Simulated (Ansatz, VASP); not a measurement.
One calculation of BeTe, two programs

```
CELL_PARAMETERS angstrom
0.00000 2.75060 2.75060
2.75060 0.00000 2.75060
2.75060 2.75060 0.00000
ATOMIC_POSITIONS crystal
Be 0.00000 0.00000 0.00000
Te 0.25000 0.25000 0.25000
```

Alike in both runs: task single point; functional r2SCAN; k mesh 8 × 8 × 8; no spin polarisation.

|  | VASP | Ansatz |
| --- | --- | --- |
| version | VASP 6.6.1 | Ansatz 0.2.0 |
| potentials or method | VASP PAW PBE potentials, release 64 (Be, Te) | PAW plane waves |
| plane-wave cutoff (eV) | 520 | 500 |
| occupations | methfessel-paxton of order 1, width 0.0163 eV | cold, width 0.0163 eV |
| valence electrons in the cell | 8 | 18 |

|  | VASP | Ansatz | Ansatz less VASP |
| --- | --- | --- | --- |
| gap on the k mesh at the Fermi level (eV) | 2.15 | 2.16 | +0.011 |
| pressure (GPa) | 6.1 | 5.9 | -0.25 |

The two sets of potentials don't hold the same shells in valence.

Caveats: the PAW data sets were made with another functional, which shifts forces and pressure a little (VASP); spin-orbit coupling is left out, which moves the levels of the heavy elements. A k mesh can miss the band edges. r2SCAN opens gaps a little over a GGA but as a rule still falls short of measured ones.
